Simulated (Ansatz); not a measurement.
PbTe (started from an entry of an open crystallographic database) (r2SCAN geometry), in Ansatz:

```
CELL_PARAMETERS angstrom
0.00000 3.26786 3.26786
3.26786 0.00000 3.26786
3.26786 3.26786 0.00000
ATOMIC_POSITIONS crystal
Te 0.50000 0.50000 0.50000
Pb 0.00000 0.00000 0.00000
```

G0W0@PBE with 262 empty bands, a screening cutoff of 140 eV and a 4×4×4 mesh (PAW, contour deformation) gives 1.038 eV over the mesh points, from a PBE gap of 0.799 eV; it sums over 277 bands with 259 plane waves in the screening and a wave cutoff of 420 eV. G0W0 values are finite-basis, finite-mesh values. (Simulation; spin polarisation is off.)

**Question.** Estimate the gap with empty bands 482, screening cutoff 210 eV.

**Answer.** 1.108 eV (+0.070 eV), from a Kohn-Sham gap of 0.799 eV.

**Question.** Another run gave a Kohn-Sham gap of 0.799 eV and a G0W0 gap of 0.989 eV, summing over 277 bands with 259 plane waves in the screening and a wave cutoff of 420 eV. What was changed?

**Answer.** Frequency model Godby-Needs pole. Only the quasiparticle gap differs.

**Question.** Estimate the gap with potentials of the kind norm-conserving, with them a wave cutoff of 1120 eV.

**Answer.** 1.015 eV (-0.023 eV), from a Kohn-Sham gap of 0.803 eV.

**Question.** Estimate the gap with starting point LDA.

**Answer.** 1.010 eV (-0.028 eV), from a Kohn-Sham gap of 0.714 eV.

Spin-orbit coupling is left out; in compounds of Pb, Bi, Tl or Hg it can lower a gap by up to about 1 eV, split its edges or invert the bands.
